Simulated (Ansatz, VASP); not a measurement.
## Two plane-wave programs on Fe

```
Fe
1.0
    -1.41854    1.41854    1.41854
     1.41854   -1.41854    1.41854
     1.41854    1.41854   -1.41854
Fe
1
Direct
  0.00000 0.00000 0.00000
```

Change from the starting cell: volume scaled by 0.95, PAW files.

Alike in both runs: task single point; functional r2SCAN; k mesh 14 × 14 × 14; occupations fermi-dirac, width 0.05 eV; collinear spin.

```csv
,VASP,Ansatz
version,VASP 6.6.1,Ansatz 0.2.0
potentials or method,"VASP PAW PBE potentials, release 64 (Fe)","PAW with Ansatz's default frozen-core files, scalar-relativistic"
plane-wave cutoff (eV),520,500
valence electrons in the cell,8,16
```

VASP gave:

* pressure (GPa): 4.5
* net moment per atom (μB): 2.58
* size of the moment on the site where the two differ most (μB): 2.64

Task: Estimate Ansatz's values.

Result: Pressure (GPa): 4.8; net moment per atom (μB): 2.58; size of the moment on the site where the two differ most (μB): 2.73.

Site moments also hang on the region over which each program counts them. The two sets of potentials don't hold the same shells in valence. Ansatz warned: «stability_check_not_made».

Caveats: the PAW data sets were made with another functional, which shifts forces and pressure a little (VASP).
